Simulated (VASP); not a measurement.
Crystal: BN.

```
N B
1.0
     0.00000    1.81300    1.81300
     1.81300    0.00000    1.81300
     1.81300    1.81300    0.00000
N B
1 1
Direct
  0.25000 0.25000 0.25000
  0.00000 0.00000 0.00000
```

The cell is a database's computed one.

Program: VASP 6.6.1. Alike in all runs: task band structure; potentials or basis VASP PAW PBE potentials, release 64 (N, B); no spin polarisation; cell as given; k mesh 7 × 7 × 7; cutoff (eV) 520; smearing fermi-dirac 0.05 eV; the mesh is coarse, so values aren't converged.

Order these runs on this cell by their pressure, lowest first.
A. level SCAN0
B. level TPSSh
C. level r2SCANh
D. level r2SCAN50

D (-17.2 GPa), A (-12.2 GPa), C (-6.8 GPa), B (-3.8 GPa).

Caveats: all runs use coarse meshes; an unscreened hybrid on a path of extra k points without a Coulomb cutoff has errors near the mesh points, so the bands along the path aren't reliable; the PAW data sets were made with another functional, which shifts forces and pressure a little (some runs); so large a pressure means that the cell lies far from this level's equilibrium, or that cutoff or potentials fall short (some runs); the potentials were made for another functional, which shifts forces and pressure (some runs).
